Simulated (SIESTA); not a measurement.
Crystal: FeO (Wuestite).

```
CELL_PARAMETERS angstrom
1.51882 0.87689 2.51958
-1.51882 0.87689 2.51958
0.00000 -1.75378 2.51958
ATOMIC_POSITIONS crystal
Fe 0.00000 0.00000 0.00000
O 0.50000 0.50000 0.50000
```

- Program: SIESTA 5.4.2
- Task: single point
- Functional: PBE
- Potentials or basis: PseudoDojo 0.4 standard (PBE files)
- Basis: DZP (energy shift 0.002 Ry)
- Grid cutoff: 800 Ry
- Energy shift: 0.002 Ry
- k mesh: 11 × 11 × 11
- Occupations: fermi-dirac, width 0.05 eV
- Spin: collinear spin, ferromagnetic start
- Starting moments: [3.0, 0.0] μB

On this cell: pressure -0.4 GPa; largest force under 0.003 eV/Å; net moment 4.00 μB per cell; site moments Fe +3.71; O +0.30 μB; band gap on the k mesh none (metal or under the smearing width).

The same run follows on a disturbed copy (atoms moved at random, drawn with an rms of 0.05 Å):

```
CELL_PARAMETERS angstrom
1.51882 0.87689 2.51958
-1.51882 0.87689 2.51958
0.00000 -1.75378 2.51958
ATOMIC_POSITIONS crystal
Fe 0.00349 0.00059 0.00193
O 0.48174 0.51863 0.48149
```

**Question.** What does the disturbed cell give?

**Answer.** The energy (extrapolated to zero smearing) moves by +7.7 meV/atom; pressure 0.3 GPa; largest force 0.348 eV/Å; net moment 4.00 μB per cell; site moments Fe +3.70; O +0.30 μB; band gap on the k mesh none (metal or under the smearing width).

Forces on the atoms (eV/Å):
```
Fe  -0.224  0.121 -0.236
O    0.224 -0.122  0.235
```

Stress tensor (GPa, compression positive):
```
 1.01 -0.72  0.94
-0.72  0.21 -0.55
 0.94 -0.55 -0.41
```

Caveats: semicore shells carry a single zeta, which can move pressures by several GPa and volumes by a few percent; the basis of atomic orbitals isn't converged, which shifts pressures, moduli and gaps; a cell with one magnetic atom can't hold antiferromagnetic order, which such compounds often take; semilocal functionals often make such compounds metallic where correlation or magnetic order opens a gap, which also shifts bond lengths.
